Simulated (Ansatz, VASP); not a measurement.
# Two plane-wave programs on Zr

File INCAR:

```
SYSTEM = Zr
PREC = Accurate
ENCUT = 520
EDIFF = 1E-7
ISMEAR = -1
SIGMA = 0.05
LREAL = .False.
LASPH = .True.
NELM = 100
ALGO = Fast
ISIF = 2
LWAVE = .False.
LCHARG = .False.
LMAXMIX = 4
GGA = B5
ALDAX = 1.0
AGGAX = 1.0
AGGAC = 1.0
ALDAC = 0.0
NBANDS = 19
```

File KPOINTS:

```
Automatic mesh
0
Gamma
  9 9 5
  0 0 0
```

File POSCAR:

```
Zr
1.0
    3.2319982200      0.0000000000      0.0000000000
   -1.6159991100      2.7989925700      0.0000000000
    0.0000000000      0.0000000000      5.1470000000
Zr
2
Direct
    0.3346542400      0.6741300100      0.2538998500
    0.6653457600      0.3258699900      0.7461001500
```

The input KPOINTS_OPT:

```
path GMKGALHA,LM,KH
10
line-mode
reciprocal
 0.0000000000  0.0000000000  0.0000000000  G
 0.5000000000  0.0000000000  0.0000000000  M

 0.5000000000  0.0000000000  0.0000000000  M
 0.3333333333  0.3333333333  0.0000000000  K

 0.3333333333  0.3333333333  0.0000000000  K
 0.0000000000  0.0000000000  0.0000000000  G

 0.0000000000  0.0000000000  0.0000000000  G
 0.0000000000  0.0000000000  0.5000000000  A

 0.0000000000  0.0000000000  0.5000000000  A
 0.5000000000  0.0000000000  0.5000000000  L

 0.5000000000  0.0000000000  0.5000000000  L
 0.3333333333  0.3333333333  0.5000000000  H

 0.3333333333  0.3333333333  0.5000000000  H
 0.0000000000  0.0000000000  0.5000000000  A

 0.5000000000  0.0000000000  0.5000000000  L
 0.5000000000  0.0000000000  0.0000000000  M

 0.3333333333  0.3333333333  0.0000000000  K
 0.3333333333  0.3333333333  0.5000000000  H
```

File input.yaml:

```yaml
crystal:
  lattice:
    - [3.23199822, 0.0, 0.0]
    - [-1.61599911, 2.79899257, 0.0]
    - [0.0, 0.0, 5.147]
  atoms:
    - { symbol: Zr, position: [0.33465424, 0.67413001, 0.25389985] }
    - { symbol: Zr, position: [0.66534576, 0.32586999, 0.74610015] }
hamiltonian:
  xc: blyp
  pseudopotentials: { kind: paw }
kpoints:
  mp_grid: { grid: [9, 9, 5] }
  band_path:
    path:
      - [[0.0, 0.0, 0.0], [0.5, 0.0, 0.0], [0.3333333333, 0.3333333333, 0.0], [0.0, 0.0, 0.0], [0.0, 0.0, 0.5], [0.5, 0.0, 0.5], [0.3333333333, 0.3333333333, 0.5], [0.0, 0.0, 0.5]]
      - [[0.5, 0.0, 0.5], [0.5, 0.0, 0.0]]
      - [[0.3333333333, 0.3333333333, 0.0], [0.3333333333, 0.3333333333, 0.5]]
    npoints: 14
scf:
  occupations: { method: fermi_dirac, width: 0.05 }
  n_extra_bands: 6
output:
  forces: true
  stress: true
  eigenvalues: true
  fatbands: false
```

Change from the starting cell: atom 2 moved 0.06 Å.

Alike in both runs: task band structure; functional BLYP; k mesh 9 × 9 × 5; occupations fermi-dirac, width 0.05 eV; no spin polarisation.

|  | VASP | Ansatz |
| --- | --- | --- |
| version | VASP 6.6.1 | Ansatz 0.2.0 |
| potentials or method | VASP PAW PBE potentials, release 64 (Zr_sv) | Ansatz PAW |
| plane-wave cutoff (eV) | 520 | 420 |
| valence electrons in the cell | 24 | 24 |

```tsv
	VASP	Ansatz	Ansatz less VASP
gap on the k mesh at the Fermi level (eV)	none	none	-
pressure (GPa)	3.8	3.7	-0.14
largest component of the traceless stress (GPa)	0.77	0.75	-0.028
rms of the force components (eV/Å)	0.107	0.105	-0.0019
```

Atom by atom the forces differ by 0.002 eV/Å (rms over components). A gap of «none» marks a metal or a gap that the smearing closes.

Caveats: the PAW data sets were made with another functional, which shifts forces and pressure a little (VASP); the PAW data sets come from PBE, with cores solved anew for the run's functional, which leaves a small shift of forces and pressure (Ansatz).
